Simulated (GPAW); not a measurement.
# MoS2 (P6_3/mmc) in GPAW: notebook

The runs below take MoS2 through equation of state, band structure, with PBE, PBE+U.

All numbers are computed with GPAW 26.7.0; they aren't measurements. Logs are shortened: lines on timing, memory, paths and dates and some standing lists are left out, and cuts for length are marked. The log counts tension as positive stress, the text compression.

**The experiment to reproduce.**

From “Multiwavelength excitation Raman Scattering Analysis of bulk and 2 dimensional MoS2: Vibrational properties of atomically thin MoS2 layers”, 2015, arxiv:1506.03228, for a bulk crystal of MoS2 at 300 K: band gap 1.3 eV (indirect).

How close the calculation comes is told below.

### Step 1. The structure

It takes space group P6_3/mmc (No. 194, hexagonal). Conventional cell: a = 3.169 Å, b = 3.169 Å, c = 12.324 Å, α = 90.00°, β = 90.00°, γ = 120.00°. Mo (site symmetry -6m2) has 6 S at 2.41 Å as nearest neighbours. S (site symmetry 3m) is surrounded by 3 Mo at 2.41 Å.

### Step 2. Equation of state, PBE

Input file run.py:

```python
from ase.eos import EquationOfState
from ase.io import Trajectory, read
from ase.units import GPa
from gpaw import GPAW, PW, setup_paths

setup_paths.insert(0, '.')

atoms = read('POSCAR')

traj = Trajectory('eos.traj', 'w')
volumes, energies = [], []
for x in [0.94, 0.96, 0.98, 1.0, 1.02, 1.04, 1.06]:
    a = atoms.copy()
    a.set_cell(atoms.cell * x**(1 / 3), scale_atoms=True)
    calc = GPAW(mode=PW(600),
                xc='PBE',
                kpts={'size': (6, 6, 2), 'gamma': True},
                occupations={'name': 'fermi-dirac', 'width': 0.05},
                setups={'Mo': 'jth', 'S': 'jth'},
                nbands=-20,
                convergence={'density': 1e-05, 'energy': 1e-05},
                maxiter=150,
                txt=f'eos-{x:.2f}.txt')
    a.calc = calc
    energies.append(a.get_potential_energy(force_consistent=True))
    volumes.append(a.get_volume())
    p = -a.get_stress()[:3].mean() / GPa
    calc.write(f'eos-{x:.2f}.gpw')
    traj.write(a)
    print(f'{x:.2f} {volumes[-1]:10.4f} A^3 {energies[-1]:14.6f} eV {p:9.3f} GPa', flush=True)

v0, e0, B = EquationOfState(volumes, energies, eos='birchmurnaghan').fit()
print(f'V0 = {v0:.4f} A^3, E0 = {e0:.6f} eV, B0 = {B / GPa:.2f} GPa')
```

Input file POSCAR:

```
MoS2
1.0
    3.1690000000      0.0000000000      0.0000000000
   -1.5845000000      2.7444345046      0.0000000000
    0.0000000000      0.0000000000     12.3240000000
Mo S
2 4
Direct
    0.6666666667      0.3333333333      0.7500000000
    0.3333333333      0.6666666667      0.2500000000
    0.6666666667      0.3333333333      0.3770000000
    0.3333333333      0.6666666667      0.8770000000
    0.6666666667      0.3333333333      0.1230000000
    0.3333333333      0.6666666667      0.6230000000
```

Potentials or basis: JTH PAW 2.0, PBE, pw.

On the command line:

```sh
> OMP_NUM_THREADS=1 python run.py
```

Output:

```text
__  _  _
 | _ |_)|_||  |
 |__||  | ||/\| - 26.7.0

Input parameters:
  mode=PW(ecut=600.0),
  convergence={'density': 1e-05, 'energy': 1e-05},
  kpts=MonkhorstPack(size=(6, 6, 2), gamma=True),
  maxiter=150,
  nbands=-20,
  occupations=Occupations(name='fermi-dirac', width=0.05),
  setups={'Mo': 'jth', 'S': 'jth'},
  xc=XC(name='PBE')

Diagonalizing LCAO Hamiltonian
Converting LCAO to pw mode

        S

           Mo
        S

           S
        Mo

           S

Atoms  # Å, Bohr magnetons
|   | symbol |         x |        y |         z |    initial magnetic moments |
|---|--------|-----------|----------|-----------|-----------------------------|
| 0 |     Mo |  1.552154 | 0.896137 |  9.054314 | ( 0.0000,  0.0000,  0.0000) |
| 1 |     Mo | -0.000000 | 1.792273 |  3.018105 | ( 0.0000,  0.0000,  0.0000) |
| 2 |      S |  1.552154 | 0.896137 |  4.551302 | ( 0.0000,  0.0000,  0.0000) |
| 3 |      S | -0.000000 | 1.792273 | 10.587512 | ( 0.0000,  0.0000,  0.0000) |
| 4 |      S |  1.552154 | 0.896137 |  1.484908 | ( 0.0000,  0.0000,  0.0000) |
| 5 |      S | -0.000000 | 1.792273 |  7.521117 | ( 0.0000,  0.0000,  0.0000) |

Unit cell  # Å
| periodic |         x |        y |         z |   lengths |     angles |
|----------|-----------|----------|-----------|-----------|------------|
|      yes |  3.104308 | 0.000000 |  0.000000 |  3.104308 |  90.000000 |
|      yes | -1.552154 | 2.688410 |  0.000000 |  3.104308 |  90.000000 |
|      yes |  0.000000 | 0.000000 | 12.072419 | 12.072419 | 120.000000 |

Number of symmetries: 12
Symmetry operations  # r_c * U_cc + t_c -> r_c
|    | kind |            matrix            |
|----|------|------------------------------|
|  0 |  σ   |  1, 1, 0,  0,-1, 0,  0, 0, 1 |
|  1 |  S6  |  1, 1, 0, -1, 0, 0,  0, 0,-1 |
|  2 |  E   |  1, 0, 0,  0, 1, 0,  0, 0, 1 |
|  3 |  C2  |  1, 0, 0, -1,-1, 0,  0, 0,-1 |
|  4 |  C2  |  0, 1, 0,  1, 0, 0,  0, 0,-1 |
|  5 |  C3  |  0, 1, 0, -1,-1, 0,  0, 0, 1 |
|  6 |  S6  |  0,-1, 0,  1, 1, 0,  0, 0,-1 |
|  7 |  σ   |  0,-1, 0, -1, 0, 0,  0, 0, 1 |
|  8 |  σ   | -1, 0, 0,  1, 1, 0,  0, 0, 1 |
|  9 |  i   | -1, 0, 0,  0,-1, 0,  0, 0,-1 |
| 10 |  C3  | -1,-1, 0,  1, 0, 0,  0, 0, 1 |
| 11 |  C2  | -1,-1, 0,  0, 1, 0,  0, 0,-1 |

BZ-sampling:
  Number of BZ points: 72
  Number of IBZ points: 14

  Monkhorst-Pack size: [6, 6, 2]
  Monkhorst-Pack shift: [0.08333333333333333, 0.08333333333333333, 0.25]

K-points  # in reciprocal-cell coordinates
|     |                                coordinates |     weight |
|-----|--------------------------------------------|------------|
|   0 | (  0.00000000,   0.00000000,   0.00000000) | 0.01388889 |
|   1 | (  0.00000000,   0.00000000,   0.50000000) | 0.01388889 |
|   2 | (  0.16666667,   0.00000000,   0.00000000) | 0.08333333 |
|   3 | (  0.16666667,   0.00000000,   0.50000000) | 0.08333333 |
|   4 | (  0.33333333,  -0.16666667,   0.00000000) | 0.08333333 |
|   5 | (  0.33333333,  -0.16666667,   0.50000000) | 0.08333333 |
|   6 | (  0.33333333,   0.00000000,   0.00000000) | 0.08333333 |
|   7 | (  0.33333333,   0.00000000,   0.50000000) | 0.08333333 |
|   8 | (  0.33333333,   0.33333333,   0.00000000) | 0.02777778 |
|   9 | (  0.33333333,   0.33333333,   0.50000000) | 0.02777778 |
| ... |                                            |            |
|  13 | (  0.50000000,   0.50000000,   0.50000000) | 0.04166667 |

Plane wave coefficients: 3392
Cutoff: 600.0 eV

Spin-components: 1 (collinear spins)
Bands:           46
Projectors:      28
Spin-degeneracy: 2
Datatype:        complex128

Parallelization:
  kpt:    1
  domain: 1
  band:   1

Density:
  Valence electrons: 52.0
  Components: 1
  Grid points: [18 18 70]
  Charge: 0.0  # |e|

Potential:
  Grid points: [18 18 70]

species:
  Mo:
    name:    Molybdenum
    Z:       42.0
    valence: 14
    core:    28
    charge:  0.0  # [|e|]
    compensation charges:
      type: sinc
      rc: 1.01  # [Å]
      lmax: 2
    cutoffs:
      filter: 1.17  # [Å]
      core: 1.44  # [Å]
    projectors
    | kind |    occ | energy [eV] | rcut [Å] |
    |------|--------|-------------|----------|
    |   4s |  2.000 |     -64.347 |    1.168 |
    |   5s |  1.000 |      -4.087 |    1.168 |
    |   4p |  6.000 |     -38.486 |    1.168 |
    |    p |        |      40.817 |    1.168 |
    |   4d |  5.000 |      -3.753 |    1.168 |
    |    d |        |      54.423 |    1.168 |

    Using partial waves for Mo as LCAO basis

  S:
    name:    Sulfur
    Z:       16.0
    valence: 6
    core:    10
    charge:  0.0  # [|e|]
    compensation charges:
      type: sinc
      rc: 0.74  # [Å]
      lmax: 2
    cutoffs:
      filter: 1.01  # [Å]
      core: 1.67  # [Å]
    projectors
    | kind |    occ | energy [eV] | rcut [Å] |
    |------|--------|-------------|----------|
    |   3s |  2.000 |     -17.256 |    1.007 |
    |    s |        |      54.423 |    1.007 |
    |   3p |  4.000 |      -7.009 |    1.007 |
    |    p |        |       6.803 |    1.007 |

    Using partial waves for S as LCAO basis

Reference energy: -263771.459992  # eV

eigensolver:
  PPCG
  Converge bands: occupied
  niter=2

density mixing:
  MSR1-Mixer
  Pratt-step length: 0.05
  Maximum mixing coefficient: 0.75
  Old densities: 10
  SVD Regularization: 0.005
  Good broyden scale: 1.0
  Trust region scale: 1.0
  Backstep threshold: 4.0
  History deletion threshold: 6.0
  Fourier metric: weight=20.0, sigma=0.015

occupation numbers:
  Fermi-Dirac:
    width: 0.0500  # eV

poisson solver:
  ecut: 4800.0  # eV

xc functional:
  name: PBE with 2 nearest neighbor stencil

convergence criteria:
- Maximum integral of absolute [dens]ity change: 1e-05 electrons / valence electron
- Maximum [total energy] change in last 3 cyles: 1e-05 eV / valence electron
- Maximum integral of absolute [eigenst]ate change: 4e-08 eV^2 / valence electron
maximum number of iterations: 150

SCF iterations
|iter     | |      energy | eigst |  dens |
|---------|-|-------------|-------|-------|
|iter:   1| |  -45.226825 | +0.70 |       |
|iter:   2| |  -45.301445 | -0.52 | -1.00 |
|iter:   3| |  -43.507389 | -0.95 | -1.06 |
|iter:   4| |  -43.370765 | -1.79 | -1.45 |
|iter:   5| |  -43.332185 | -1.94 | -1.74 |
|iter:   6| |  -43.352322 | -2.58 | -1.99 |
|iter:   7| |  -43.309197 | -3.11 | -2.10 |
|iter:   8| |  -43.309182 | -4.65 | -3.03 |
|iter:   9| |  -43.309184c| -5.48 | -3.38 |
|iter:  10| |  -43.309185c| -6.74 | -4.18 |
|iter:  11| |  -43.309185c| -7.91c| -4.61 |
|iter:  12| |  -43.309185c| -8.51c| -5.24c|

Converged in 12 steps
Energy contributions relative to reference atoms: (reference = -263771.459992)

Energy contributions:
  Kinetic:          71.389828
  Coulomb:         -76.117919
  Zero:             -0.312770
  External:          0.000000
  Xc:              -38.268317
  Entropy:          -0.000015
  Spinorbit:         0.000000
  ----------------------------
  Free energy:     -43.309192
  Extrapolated:    -43.309185

dipole moment: (0.000026, 0.000045, 0.000204)  # |e|*Ang

Fermi level: 8.850
Eigenvalues  # (at kpt = [0.000, 0.000, 0.000])
| band index |      eig [eV] | occ [0-2] |
|------------|---------------|-----------|
|          0 |       -53.077 |     2.000 |
|        ... |               |           |
|         18 |         4.930 |     2.000 |
|         19 |         6.122 |     2.000 |
|         20 |         6.122 |     2.000 |
|         21 |         6.172 |     2.000 |
|         22 |         6.172 |     2.000 |
|         23 |         7.111 |     2.000 |
[... 8 lines left out ...]
|         32 |        11.095 |     0.000 |
|         33 |        11.095 |     0.000 |
|        ... |               |           |
|         45 |        20.902 |     0.000 |

Gap: 0.838 eV
Transition (v -> c):
  (s=0, k=0, n=25, [0.00, 0.00, 0.00]) -> (s=0, k=4, n=26, [0.33, -0.17, 0.00])
Direct/indirect transitions are different
Direct gap: 1.797 eV
Transition at: (s=0, k=8, n=25, [0.33, 0.33, 0.00])

Stress tensor  # eV/Ang^3
|         x |         y |         z |
|-----------|-----------|-----------|
| -0.074472 |  0.000000 |  0.000000 |
|  0.000000 | -0.074472 | -0.000000 |
|  0.000000 | -0.000000 | -0.083592 |

# Writing to eos-0.94.gpw (mode='')
```

Run time: 6.5 min. Hardware: 1 thread of Arm Neoverse V1, shared host; peak memory 0.42 GiB.

What came out:

```
Equilibrium volume                        : 18.12 Å³/atom
Bulk modulus at fixed shape and positions : 144 GPa
Pressure derivative of the bulk modulus   : 3.4 (rough: it moves with the points fitted)
```

Energy against volume, from the lowest point:
| volume (Å³/atom) | energy (meV/atom) |
| --- | --- |
| 16.792 | 49.01 |
| 17.149 | 24.86 |
| 17.507 | 9.82 |
| 17.864 | 1.90 |
| 18.221 | 0.00 |
| 18.578 | 4.47 |
| 18.936 | 15.41 |

Caveat: the k mesh is coarse (spacing up to 0.38 Å⁻¹), so the values aren't converged; the program truncates these outside data sets; the cell was scaled at fixed shape and fractional positions, which overstates the stiffness of a crystal with free parameters, most of all of layers and chains; this functional lacks dispersion, which binds the layers, so the pressure and a relaxed spacing across them are unreliable.

### Step 3. Band structure, PBE

Input file run.py:

```python
from ase.dft.bandgap import bandgap
from ase.io import read, write
from ase.units import GPa
from gpaw import GPAW, PW, setup_paths

setup_paths.insert(0, '.')

atoms = read('MoS2.cif')

calc = GPAW(mode=PW(600),
            xc='PBE',
            kpts={'size': (6, 6, 2), 'gamma': True},
            occupations={'name': 'fermi-dirac', 'width': 0.05},
            nbands=46,
            convergence={'density': 1e-05, 'energy': 1e-05},
            maxiter=150,
            txt='gpaw.txt')
atoms.calc = calc
energy = atoms.get_potential_energy()
forces = atoms.get_forces()
stress = atoms.get_stress()
calc.write('gs.gpw')
write('result.traj', atoms)
print(f'Energy: {energy:.6f} eV')
print('Forces (eV/A):')
print(forces.round(4))
print('Stress (GPa):', (stress / GPa).round(3))
print('Fermi level:', round(calc.get_fermi_level(), 4), 'eV')
print(f'Gap: {bandgap(calc)[0]:.4f} eV, direct: {bandgap(calc, direct=True)[0]:.4f} eV')

path = atoms.cell.bandpath('GMKGALHA,LM,KH', npoints=80, eps=1e-4)
bs_calc = calc.fixed_density(kpts=path, symmetry='off', nbands=69,
                             convergence={'bands': 'CBM+6.0', 'eigenstates': 1e-6}, txt='bands.txt')
bs = bs_calc.band_structure()
bs.write('bs.json')
print(f'Gap on the path: {bandgap(bs_calc)[0]:.4f} eV')
```

Input file MoS2.cif:

```cif
data_MoS2
_cell_length_a 3.16900000
_cell_length_b 3.16900000
_cell_length_c 12.32400000
_cell_angle_alpha 90.00000000
_cell_angle_beta 90.00000000
_cell_angle_gamma 120.00000000
_space_group_name_H-M_alt 'P6_3/mmc'
_space_group_name_Hall '-P 6c 2c'
_space_group_IT_number 194
loop_
_space_group_symop_operation_xyz
'x,y,z'
'-x,-y,-z'
'x-y,x,z+1/2'
'-x+y,-x,-z+1/2'
'-y,x-y,z'
'y,-x+y,-z'
'-x,-y,z+1/2'
'x,y,-z+1/2'
'-x+y,-x,z'
'x-y,x,-z'
'y,-x+y,z+1/2'
'-y,x-y,-z+1/2'
'-y,-x,-z+1/2'
'y,x,z+1/2'
'-x,-x+y,-z'
'x,x-y,z'
'-x+y,y,-z+1/2'
'x-y,-y,z+1/2'
'y,x,-z'
'-y,-x,z'
'x,x-y,-z+1/2'
'-x,-x+y,z+1/2'
'x-y,-y,-z'
'-x+y,y,z'
loop_
_atom_site_label
_atom_site_type_symbol
_atom_site_symmetry_multiplicity
_atom_site_Wyckoff_symbol
_atom_site_fract_x
_atom_site_fract_y
_atom_site_fract_z
_atom_site_occupancy
Mo1 Mo 2 c 0.6666666667 0.3333333333 0.7500000000 1
S1 S 4 f 0.6666666667 0.3333333333 0.3770000000 1
```

Potentials or basis: PAW data sets generated in the run's folder for this functional, pw.

On the command line:

```sh
> gpaw-setup -f PBE Mo S
> OMP_NUM_THREADS=1 python run.py
```

Wall time 4.6 min (1 thread of Arm Neoverse V1, shared host); peak memory 0.65 GiB.

Results (log left out):

```yaml
Free_energy: -44.1511 eV
Pressure: 1.9 GPa
Largest_force: 0.053 eV/Å
Band_gap_on_the_k_mesh: 0.88 eV, indirect (least direct gap 1.64 eV)
Band_gap_along_the_path: 0.88 eV, indirect (least direct gap 1.64 eV)
```

Forces in eV/Å, atoms in the order of the input:
```
Mo   0.000  0.000  0.000
Mo   0.000  0.000  0.000
S    0.000  0.000 -0.053
S    0.000  0.000  0.053
S    0.000  0.000 -0.053
S    0.000  0.000  0.053
```

Stress tensor (GPa, compression positive):
```
1.78 0.00 0.00
0.00 1.78 0.00
0.00 0.00 2.25
```

Levels at the corners of the path, in eV from the valence-band top:
```tsv
point	band 22	band 23	band 24	band 25	band 26	band 27	band 28	band 29	band 30	band 31
Γ	-2.10	-2.10	-1.18	-1.14	0.00	2.10	2.10	2.12	2.12	2.26
M	-2.46	-1.72	-1.52	-1.39	-1.27	1.58	1.62	1.97	2.23	2.83
K	-3.78	-2.68	-2.68	-0.76	-0.60	1.03	1.03	1.84	2.81	2.81
Γ	-2.10	-2.10	-1.18	-1.14	0.00	2.10	2.10	2.12	2.12	2.26
A	-2.13	-2.13	-2.13	-0.26	-0.26	2.10	2.10	2.10	2.10	2.36
L	-2.60	-1.62	-1.62	-1.32	-1.32	1.60	1.60	2.11	2.11	3.20
H	-3.42	-2.85	-2.85	-0.69	-0.69	1.04	1.04	2.30	2.30	2.85
A	-2.13	-2.13	-2.13	-0.26	-0.26	2.10	2.10	2.10	2.10	2.36
L	-2.60	-1.62	-1.62	-1.32	-1.32	1.60	1.60	2.11	2.11	3.20
M	-2.46	-1.72	-1.52	-1.39	-1.27	1.58	1.62	1.97	2.23	2.83
K	-3.78	-2.68	-2.68	-0.76	-0.60	1.03	1.03	1.84	2.81	2.81
H	-3.42	-2.85	-2.85	-0.69	-0.69	1.04	1.04	2.30	2.30	2.85
```

Caveat: the k mesh is coarse; this functional lacks dispersion, which binds the layers, so the pressure and a relaxed spacing across them are unreliable.

(Continued in part 2 of 2.)
